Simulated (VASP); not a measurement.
**InP: relaxation of cell and atoms with PBE**

The system is InP.

```
In P
1.0
     0.00000    2.93050    2.93050
     2.93050    0.00000    2.93050
     2.93050    2.93050    0.00000
In P
1 1
Cartesian
  0.0000 0.0000 0.0000
  1.4652 1.4652 1.4652
```

```yaml
Program: VASP 6.6.1
Task: relaxation of cell and atoms
Functional: PBE
Potentials_or_basis: VASP PAW PBE potentials, release 64 (In_d, P)
Cutoff: 520 eV
k_mesh: 10 × 10 × 10
Occupations: gaussian, width 0.02 eV
Spin: no spin polarisation
Further_INCAR_settings: ALGO = Normal; EDIFF = 1e-07; IBRION = 2; EDIFFG = -0.002; NSW = 80; ISIF = 3
```

```yaml
Relaxed_volume: 26.43 Å³/atom
Relaxed_cell: a = 4.213 Å, b = 4.213 Å, c = 4.213 Å, α = 60.00°, β = 60.00°, γ = 60.00°
Space_group_after_relaxing_to_0.05_Å: F-43m (No. 216)
Energy_gained_by_relaxing: 12.4 meV/atom
Ionic_steps: 3
Pressure_after_relaxing: 0.0 GPa
Band_gap_on_the_k_mesh: 0.44 eV, direct
```

The path:
| step | energy change (eV) | largest force (eV/Å) | pressure (GPa) | volume (Å³) |
| --- | --- | --- | --- | --- |
| 1 | 0.0000 | 0.0000 | 3.29 | 50.33 |
| 2 | -0.0190 | 0.0000 | -1.38 | 54.19 |
| 3 | -0.0248 | 0.0000 | 0.01 | 52.87 |

Final structure:
```
CELL_PARAMETERS angstrom
0.00000 2.97890 2.97890
2.97890 0.00000 2.97890
2.97890 2.97890 0.00000
ATOMIC_POSITIONS crystal
In 0.00000 0.00000 0.00000
P 0.25000 0.25000 0.25000
```

Levels at points of the mesh, in eV from the valence-band top:
```tsv
k point	band 7	band 8	band 9	band 10	band 11	band 12
(0.00, 0.00, 0.00)	0.00	0.00	0.00	0.44	4.09	4.09
(0.50, 0.00, 0.00)	-5.48	-0.90	-0.90	1.38	4.80	4.80
(0.50, 0.50, 0.00)	-5.54	-2.16	-2.16	1.85	2.26	8.91
```

It took 28 s on 4 MPI ranks on AMD EPYC 7R13 Processor (Zen 3), with other jobs on the host, peak memory 0.18 GiB a rank.

Caveat: spin-orbit coupling is left out, which moves the levels of the heavy elements. Zero-point motion and thermal expansion aren't in these numbers.
